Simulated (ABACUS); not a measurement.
# TiC (Fm-3m) in ABACUS: equation of state

How stiff is TiC in PBE, and what volume does it want? The cell is scaled to several volumes.

Everything below comes from runs of ABACUS 3.10.1. Logs are shortened: lines on timing, memory, paths and dates and some standing lists are left out, and cuts for length are marked.

### Step 1. Starting point

The structure is cubic, space group Fm-3m (No. 225). Conventional cell: a = 4.331 Å, b = 4.331 Å, c = 4.331 Å, α = 90.00°, β = 90.00°, γ = 90.00°. Ti (site symmetry m-3m) is surrounded by 6 C at 2.17 Å. C (site symmetry m-3m) has 6 Ti at 2.17 Å as nearest neighbours.

The cell is a database's computed one.

### Step 2. Equation of state, PBE, 9.55 Å³/atom (volume scaled by 0.94)

Contents of INPUT:

```
INPUT_PARAMETERS
suffix              TiC
calculation         scf
basis_type          pw
pseudo_dir          ./
symmetry            1
dft_functional      pbe
ecutwfc             84
pseudo_rcut         10
nspin               1
nbands              12
ks_solver           dav
smearing_method     fd
smearing_sigma      0.00367493
scf_thr             1e-08
scf_nmax            100
mixing_type         broyden
mixing_beta         0.7
cal_force           1
cal_stress          1
kpar                4
```

Contents of STRU:

```
ATOMIC_SPECIES
Ti 47.8670 Ti.upf
C 12.0110 C.upf

LATTICE_CONSTANT
1.8897261246

LATTICE_VECTORS
0.0000000000 2.1215080947 2.1215080947
2.1215080947 0.0000000000 2.1215080947
2.1215080947 2.1215080947 0.0000000000

ATOMIC_POSITIONS
Direct

Ti
0.0
1
0.0000000000 0.0000000000 0.0000000000 1 1 1

C
0.0
1
0.5000000000 0.5000000000 0.5000000000 1 1 1
```

Contents of KPT:

```
K_POINTS
0
Gamma
11 11 11 0 0 0
```

Potentials or basis: PseudoDojo NC SR 0.4.1 PBE standard, plane waves.

On the command line:

```sh
OMP_NUM_THREADS=1 mpirun -np 4 abacus > log
```

running log:

```text
ABACUS v3.10.1

               Atomic-orbital Based Ab-initio Computation at UStc

 ------------------------------------------------------------------------------------

 READING GENERAL INFORMATION
                           global_out_dir = OUT.TiC/
                           global_in_card = INPUT
                               pseudo_dir = ./
                              orbital_dir =
                                    DSIZE = 4
                                    GSIZE = 1

 READING UNITCELL INFORMATION
                                    ntype = 2
                  lattice constant (Bohr) = 1.88973
              lattice constant (Angstrom) = 1

 READING ATOM TYPE 1
                               atom label = Ti
                      L=0, number of zeta = 1
                      L=1, number of zeta = 1
                      L=2, number of zeta = 1
             number of atom for this type = 1

 READING ATOM TYPE 2
                               atom label = C
                      L=0, number of zeta = 1
                      L=1, number of zeta = 1
                      L=2, number of zeta = 1
             number of atom for this type = 1

                        TOTAL ATOM NUMBER = 2
DIRECT COORDINATES
    atom                   x                   y                   z     mag                  vx                  vy                  vz
taud_Ti1            0.0000000000        0.0000000000        0.0000000000  0.0000        0.0000000000        0.0000000000        0.0000000000
taud_C1            0.5000000000        0.5000000000        0.5000000000  0.0000        0.0000000000        0.0000000000        0.0000000000

                          Volume (Bohr^3) = 128.873
                             Volume (A^3) = 19.0969

 Lattice vectors: (Cartesian coordinate: in unit of a_0)
                   +0            +2.12151            +2.12151
             +2.12151                  +0            +2.12151
             +2.12151            +2.12151                  +0
 Reciprocal vectors: (Cartesian coordinate: in unit of 2 pi/a_0)
            -0.235681           +0.235681           +0.235681
            +0.235681           -0.235681           +0.235681
            +0.235681           +0.235681           -0.235681
 The esolver type has been set to : ksdft_pw

                PAO radial cut off (Bohr) = 10

 Read in pseudopotential file is Ti.upf
                     pseudopotential type = NC
          exchange-correlation functional = PBE
                 nonlocal core correction = 1
                        valence electrons = 12
                                     lmax = 2
                           number of zeta = 4
                     number of projectors = 6
                           L of projector = 0
                           L of projector = 0
                           L of projector = 1
                           L of projector = 1
                           L of projector = 2
                           L of projector = 2
                PAO radial cut off (Bohr) = 10

 Read in pseudopotential file is C.upf
                     pseudopotential type = NC
          exchange-correlation functional = PBE
                 nonlocal core correction = 1
                        valence electrons = 4
                                     lmax = 1
                           number of zeta = 2
                     number of projectors = 4
                           L of projector = 0
                           L of projector = 0
                           L of projector = 1
                           L of projector = 1
     initial pseudo atomic orbital number = 14

 SETUP THE ELECTRONS NUMBER
            electron number of element Ti = 12
      total electron number of element Ti = 12
             electron number of element C = 4
       total electron number of element C = 4
            AUTOSET number of electrons:  = 16
                           occupied bands = 8
                                   NBANDS = 12
                                   NLOCAL = 18

%%%%%%%%%%%%%%%%%%%%%%%%%%%%%%%%%%%%%%%%%%%%%%%%%%%%%%%%%%%%%%%%%%%%%%%%%%%%%%%%%%%%%%%%%%%%%%%%%%%%%%%%%%
 Warning: the number of valence electrons in pseudopotential > 4 for Ti: [Ar] 3d2 4s2
 Pseudopotentials with additional electrons can yield (more) accurate outcomes, but may be less efficient.
 If you're confident that your chosen pseudopotential is appropriate, you can safely ignore this warning.
%%%%%%%%%%%%%%%%%%%%%%%%%%%%%%%%%%%%%%%%%%%%%%%%%%%%%%%%%%%%%%%%%%%%%%%%%%%%%%%%%%%%%%%%%%%%%%%%%%%%%%%%%%

 SETUP THE PLANE WAVE BASIS
 energy cutoff for charge/potential (unit:Ry) = 336
            fft grid for charge/potential = [ 36, 36, 36 ]
                        fft grid division = [ 1, 1, 1 ]
[... 59 lines left out ...]
                             BRAVAIS TYPE = 2
                     BRAVAIS LATTICE NAME = 02. Cubic I (body-centered)
                                    ibrav = 2
                       right hand lattice = 1
(for k-lattice: )
                             BRAVAIS TYPE = 2
                     BRAVAIS LATTICE NAME = 02. Cubic I (body-centered)
                                    ibrav = 2
                       right hand lattice = 1
                        ROTATION MATRICES = 48
                               nkstot_ibz = 56
K-POINTS REDUCTION ACCORDING TO SYMMETRY
     IBZ    DIRECT_X    DIRECT_Y    DIRECT_Z  WEIGHT  ibz2bz
       1  0.00000000  0.00000000  0.00000000  0.0008       0
       2  0.09090909  0.09090909  0.09090909  0.0060       1
       3  0.18181818  0.18181818  0.18181818  0.0060       2
       4  0.27272727  0.27272727  0.27272727  0.0060       3
       5  0.36363636  0.36363636  0.36363636  0.0060       4
       6  0.45454545  0.45454545  0.45454545  0.0060       5
[... 22 lines left out ...]
      29 -0.36363636  0.36363636  0.36363636  0.0180      40
      30 -0.45454545  0.27272727  0.27272727  0.0090      41
[... 26 further k points ...]

                               nkstot now = 56
[... K-POINTS DIRECT COORDINATES: 56 rows ...]

           k-point number in this process = 14
       minimum distributed K point number = 14
[... stars of the k points ...]

[... K-POINTS CARTESIAN COORDINATES: 14 rows ...]

[... K-POINTS DIRECT COORDINATES: 14 rows ...]

 SETUP PLANE WAVES FOR WAVE FUNCTIONS
     energy cutoff for wavefunc (unit:Ry) = 84
              fft grid for wave functions = [ 36, 36, 36 ]
                    number of plane waves = 2421
                         number of sticks = 241

 PARALLEL PW FOR WAVE FUNCTIONS
     PROC   COLUMNS(POT)             PW
        1            241           2421
 --------------- sum -------------------
        1            241           2421

 SETUP NONLOCAL PSEUDOPOTENTIALS IN PLANE WAVE BASIS
 Ti non-local projectors:
 projector 1 L=0
 projector 2 L=0
 projector 3 L=1
 projector 4 L=1
 projector 5 L=2
 projector 6 L=2
 C non-local projectors:
 projector 1 L=0
 projector 2 L=0
 projector 3 L=1
 projector 4 L=1
      TOTAL NUMBER OF NONLOCAL PROJECTORS = 26

 Init Non-Local PseudoPotential table :
 Init Non-Local-Pseudopotential done.

                                     npwx = 1695

 Make real space PAO into reciprocal space.
       max mesh points in Pseudopotential = 1001
     dq(describe PAO in reciprocal space) = 0.01
                                    max q = 1104

 number of pseudo atomic orbitals for Ti is 4
WARNING: norm of atomic wavefunction # 3 of atomic type Ti is 0.999984, renormalized
WARNING: norm of atomic wavefunction # 4 of atomic type Ti is 0.999619, renormalized

 number of pseudo atomic orbitals for C is 2
WARNING: norm of atomic wavefunction # 2 of atomic type C is 0.999989, renormalized

 -------------------------------------------
 SELF-CONSISTENT
 -------------------------------------------
                                 init_chg = atomic

 PW ALGORITHM --------------- ION=   1  ELEC=   1--------------------------------

 Density error is 0.763199022042
                          Error Threshold = 0.01
----------------------------------------------------------
     Energy           Rydberg                 eV
----------------------------------------------------------
 E_KohnSham     -130.4929691857      -1775.4479298634
 E_Harris       -134.6473433120      -1831.9710896054
 E_Fermi        1.1286362915         15.3558845346
----------------------------------------------------------
[... 111 lines left out ...]
 Density error is 8.66541738808e-09
                          Error Threshold = 2.92544876198e-10
----------------------------------------------------------
     Energy           Rydberg                 eV
----------------------------------------------------------
 E_KohnSham     -130.8768790201      -1780.6712911295
 E_KS(sigma->0) -130.8767903218      -1780.6700843275
 E_Harris       -130.8763740732      -1780.6644209753
 E_band         -6.8175809095        -92.7579469445
 E_one_elec     -26.4896389192       -360.4100272635
 E_Hartree      22.0204462078        299.6035409286
 E_xc           -21.8704914236       -297.5633014205
 E_Ewald        -104.5370174886      -1422.2990897701
 E_entropy(-TS) -0.0001773966        -0.0024136039
 E_descf        0.0000000000         0.0000000000
 E_exx          0.0000000000         0.0000000000
 E_Fermi        1.1682116963         15.8943355401
----------------------------------------------------------

 charge density convergence is achieved
 final etot is -1780.6712911 eV
 EFERMI = 15.89433554 eV

 STATE ENERGY(eV) AND OCCUPATIONS    NSPIN == 1
 1/14 kpoint (Cartesian) = 0.0000 0.0000 0.0000 (1687 pws)
       1       -40.5555     0.00150263
       2       -16.5641     0.00150263
       3       -16.5641     0.00150263
       4       -16.5641     0.00150263
       5        3.13476     0.00150263
       6        16.5454    3.32368e-09
       7        16.5454    3.32368e-09
       8        16.5454    3.32368e-09
       9        17.5750    3.78962e-18
      10        17.6989    3.18311e-19
      11        17.6989    3.18311e-19
      12        27.2361        0.00000
[... 57 lines left out ...]
 6/14 kpoint (Cartesian) = 0.10713 0.10713 0.10713 (1685 pws)
       1       -40.4604      0.0120210
       2       -17.1785      0.0120210
       3       -16.6211      0.0120210
       4       -16.6211      0.0120210
       5        6.74763      0.0120210
       6        9.89125      0.0120210
       7        12.7602      0.0120210
       8        12.7602      0.0120210
       9        18.9478    3.61529e-29
      10        18.9478    3.61529e-29
      11        20.1980    5.00135e-40
      12        24.5104    1.74316e-77

[... levels at 8 further k points ...]

------------------------------------------------------------------------------------------
 TOTAL-FORCE (eV/Angstrom)
------------------------------------------------------------------------------------------
                       Ti1         0.0000000000         0.0000000000         0.0000000000
                        C1         0.0000000000         0.0000000000         0.0000000000
------------------------------------------------------------------------------------------

----------------------------------------------------------------
 TOTAL-STRESS (KBAR)
----------------------------------------------------------------
       180.2914725911         0.0000000000        -0.0000000000
         0.0000000000       180.2914725911        -0.0000000000
         0.0000000000        -0.0000000000       180.2914725911
----------------------------------------------------------------
 TOTAL-PRESSURE: 180.291473 KBAR

 --------------------------------------------
 !FINAL_ETOT_IS -1780.6712911294628157 eV
 --------------------------------------------
```

Wall time 10 s (4 MPI ranks of Intel Xeon Platinum 8259CL at 2.50GHz (Skylake/Cascade Lake), shared host); peak memory 0.28 GiB.

What came out:

| Item | Value |
| --- | --- |
| Free energy | -1780.6713 eV |
| Pressure | 18.0 GPa |
| Band gap on the k mesh | none (metal or under the smearing width) |

### Step 3. Equation of state, PBE, 9.75 Å³/atom (volume scaled by 0.96)

INPUT is that of step 2.

STRU, as its differences from that of step 2:

```diff
@@ -8,5 +8,5 @@
 LATTICE_VECTORS
-0.0000000000 2.1215080947 2.1215080947
-2.1215080947 0.0000000000 2.1215080947
-2.1215080947 2.1215080947 0.0000000000
+0.0000000000 2.1364487848 2.1364487848
+2.1364487848 0.0000000000 2.1364487848
+2.1364487848 2.1364487848 0.0000000000
```

KPT is that of step 2.

Potentials or basis: PseudoDojo NC SR 0.4.1 PBE standard, plane waves.

On the command line:

```sh
OMP_NUM_THREADS=1 mpirun -np 4 abacus > log
```

Run time: 9.4 s. Hardware: 4 MPI ranks of Intel Xeon Platinum 8259CL at 2.50GHz (Skylake/Cascade Lake), shared host; peak memory 0.28 GiB.

The run converged. Its results:

```yaml
Free_energy: -1780.7087 eV
Pressure: 11.5 GPa
Band_gap_on_the_k_mesh: none (metal or under the smearing width)
```

### Step 4. Equation of state, PBE, 9.95 Å³/atom (volume scaled by 0.98)

INPUT is that of step 3.

STRU, as its differences from that of step 3:

```diff
@@ -8,5 +8,5 @@
 LATTICE_VECTORS
-0.0000000000 2.1364487848 2.1364487848
-2.1364487848 0.0000000000 2.1364487848
-2.1364487848 2.1364487848 0.0000000000
+0.0000000000 2.1511833799 2.1511833799
+2.1511833799 0.0000000000 2.1511833799
+2.1511833799 2.1511833799 0.0000000000
```

KPT is that of step 3.

On the command line:

```sh
OMP_NUM_THREADS=1 mpirun -np 4 abacus > log
```

Wall time 9.5 s (4 MPI ranks of Intel Xeon Platinum 8259CL at 2.50GHz (Skylake/Cascade Lake), shared host); peak memory 0.28 GiB.

The run converged. Its results:

| Item | Value |
| --- | --- |
| Free energy | -1780.7305 eV |
| Pressure | 5.6 GPa |
| Band gap on the k mesh | none (metal or under the smearing width) |

### Step 5. Equation of state, PBE, 10.16 Å³/atom

INPUT is that of step 4.

STRU, as its differences from that of step 4:

```diff
@@ -8,5 +8,5 @@
 LATTICE_VECTORS
-0.0000000000 2.1511833799 2.1511833799
-2.1511833799 0.0000000000 2.1511833799
-2.1511833799 2.1511833799 0.0000000000
+0.0000000000 2.1657188437 2.1657188437
+2.1657188437 0.0000000000 2.1657188437
+2.1657188437 2.1657188437 0.0000000000
```

KPT is that of step 4.

On the command line:

```sh
OMP_NUM_THREADS=1 mpirun -np 4 abacus > log
```

It took 9.4 s on 4 MPI ranks of Intel Xeon Platinum 8259CL at 2.50GHz (Skylake/Cascade Lake), shared host; peak memory 0.28 GiB.

The run converged. Its results:

* Free energy: -1780.7381 eV
* Pressure: 0.3 GPa
* Band gap on the k mesh: none (metal or under the smearing width)

### Step 6. Equation of state, PBE, 10.36 Å³/atom (volume scaled by 1.02)

INPUT is that of step 5.

STRU, as its differences from that of step 5:

```diff
@@ -8,5 +8,5 @@
 LATTICE_VECTORS
-0.0000000000 2.1657188437 2.1657188437
-2.1657188437 0.0000000000 2.1657188437
-2.1657188437 2.1657188437 0.0000000000
+0.0000000000 2.1800617706 2.1800617706
+2.1800617706 0.0000000000 2.1800617706
+2.1800617706 2.1800617706 0.0000000000
```

KPT is that of step 5.

Potentials or basis: PseudoDojo NC SR 0.4.1 PBE standard, plane waves.

On the command line:

```sh
OMP_NUM_THREADS=1 mpirun -np 4 abacus > log
```

Wall time 10 s (4 MPI ranks of Intel Xeon Platinum 8259CL at 2.50GHz (Skylake/Cascade Lake), shared host); peak memory 0.28 GiB.

The run converged. Its results:

```
Free energy            : -1780.7329 eV
Pressure               : -4.5 GPa
Band gap on the k mesh : none (metal or under the smearing width)
```

### Step 7. Equation of state, PBE, 10.56 Å³/atom (volume scaled by 1.04)

INPUT is that of step 6.

STRU, as its differences from that of step 6:

```diff
@@ -8,5 +8,5 @@
 LATTICE_VECTORS
-0.0000000000 2.1800617706 2.1800617706
-2.1800617706 0.0000000000 2.1800617706
-2.1800617706 2.1800617706 0.0000000000
+0.0000000000 2.1942184125 2.1942184125
+2.1942184125 0.0000000000 2.1942184125
+2.1942184125 2.1942184125 0.0000000000
```

KPT is that of step 6.

On the command line:

```sh
OMP_NUM_THREADS=1 mpirun -np 4 abacus > log
```

Run time: 11 s. Hardware: 4 MPI ranks of Intel Xeon Platinum 8259CL at 2.50GHz (Skylake/Cascade Lake), shared host; peak memory 0.28 GiB.

Results (log left out):

| Property | Result |
| --- | --- |
| Free energy | -1780.7160 eV |
| Pressure | -8.8 GPa |
| Band gap on the k mesh | none (metal or under the smearing width) |

### Step 8. Equation of state, PBE, 10.77 Å³/atom (volume scaled by 1.06)

INPUT is that of step 7.

STRU, as its differences from that of step 7:

```diff
@@ -8,5 +8,5 @@
 LATTICE_VECTORS
-0.0000000000 2.1942184125 2.1942184125
-2.1942184125 0.0000000000 2.1942184125
-2.1942184125 2.1942184125 0.0000000000
+0.0000000000 2.2081947028 2.2081947028
+2.2081947028 0.0000000000 2.2081947028
+2.2081947028 2.2081947028 0.0000000000
```

KPT is that of step 7.

On the command line:

```sh
OMP_NUM_THREADS=1 mpirun -np 4 abacus > log
```

Wall time 11 s (4 MPI ranks of Intel Xeon Platinum 8259CL at 2.50GHz (Skylake/Cascade Lake), shared host); peak memory 0.28 GiB.

The run converged. Its results:

```yaml
Free_energy: -1780.6887 eV
Pressure: -12.7 GPa
Band_gap_on_the_k_mesh: none (metal or under the smearing width)
```

### Step 9. Equation of state, PBE

Potentials or basis: PseudoDojo NC SR 0.4.1 PBE standard, plane waves.

This step only gathers the single runs of the series.

What came out:

* Equilibrium volume: 10.17 Å³/atom
* Bulk modulus: 251 GPa
* Pressure derivative of the bulk modulus: 4.0

Energy against volume, from the lowest point:
```csv
volume (Å³/atom),energy (meV/atom)
9.548,33.39
9.752,14.68
9.955,3.79
10.158,0.00
10.361,2.61
10.564,11.02
10.767,24.68
```
